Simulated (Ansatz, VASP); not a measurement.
# Two plane-wave programs on TiSi2

The input INCAR:

```
SYSTEM = TiSi2
  PREC = Accurate
  ENCUT = 680
  EDIFF = 1E-6
  ISMEAR = -1
  SIGMA = 0.05
  LREAL = .FALSE.
  LASPH = .TRUE.
  NELM = 80
  ALGO = Normal
  ISIF = 3
  LWAVE = .FALSE.
  LCHARG = .FALSE.
  GGA = PE
  IBRION = 2
  NSW = 60
  EDIFFG = -0.01
```

Contents of KPOINTS:

```
regular mesh
0
G
  7 7 7
  0 0 0
```

The input POSCAR:

```
TiSi2
1.0
    0.0000000000      4.1175163063      4.2628978354
    2.3895119538      0.0000000000      4.2628978354
    2.3895119538      4.1175163063      0.0000000000
Ti Si
2 4
Direct
    0.7500000000      0.7500000000      0.7500000000
    0.5000000000      0.5000000000      0.5000000000
    0.4125656100      0.0874343900      0.4125656100
    0.0874343900      0.4125656100      0.0874343900
    0.1625656100      0.8374343900      0.1625656100
    0.8374343900      0.1625656100      0.8374343900
```

input.yaml

```yaml
crystal:
  lattice:
    - [0.0, 4.1175163063, 4.2628978354]
    - [2.3895119538, 0.0, 4.2628978354]
    - [2.3895119538, 4.1175163063, 0.0]
  atoms:
    - { symbol: Ti, position: [0.75, 0.75, 0.75] }
    - { symbol: Ti, position: [0.5, 0.5, 0.5] }
    - { symbol: Si, position: [0.41256561, 0.08743439, 0.41256561] }
    - { symbol: Si, position: [0.08743439, 0.41256561, 0.08743439] }
    - { symbol: Si, position: [0.16256561, 0.83743439, 0.16256561] }
    - { symbol: Si, position: [0.83743439, 0.16256561, 0.83743439] }
hamiltonian:
  xc: pbe
  pseudopotentials: { kind: paw }
kpoints:
  mp_grid: { grid: [7, 7, 7] }
scf:
  occupations: { method: fermi_dirac, width: 0.05 }
output:
  forces: true
  stress: true
  eigenvalues: true
relax:
  f_tol: 0.01
  max_steps: 40
  cell: { stress_tol: 0.05 }
```

The cell is a database's computed one.

Alike in both runs: task relaxation of cell and atoms; functional PBE; k mesh 7 × 7 × 7; occupations fermi-dirac, width 0.05 eV; no spin polarisation.

|  | VASP | Ansatz |
| --- | --- | --- |
| version | VASP 6.6.1 | Ansatz 0.2.0 |
| potentials or method | VASP PAW PBE potentials, release 64 (Ti_sv_GW, Si_GW) | Ansatz PAW |
| plane-wave cutoff (eV) | 680 | 420 |
| valence electrons in the cell | 40 | 40 |

Ansatz gave:

```
gap on the k mesh at the Fermi level, each at its own relaxed structure (eV) : none
relaxed volume (Å³/atom)                                                     : 14.17
relaxed cell length with the largest relative difference (Å)                 : 4.773
energy change over the relaxation (meV/atom)                                 : -1
```

Question: Estimate VASP's values.

Answer: gap on the k mesh at the Fermi level, each at its own relaxed structure (eV): none; relaxed volume (Å³/atom): 14.14; relaxed cell length with the largest relative difference (Å): 4.769; energy change over the relaxation (meV/atom): -1.

A gap of «none» marks a metal or a gap that the smearing closes.

Caveats: the plane-wave basis is chosen anew once the cell has moved, so the energies of steps on either side of that aren't comparable (Ansatz).
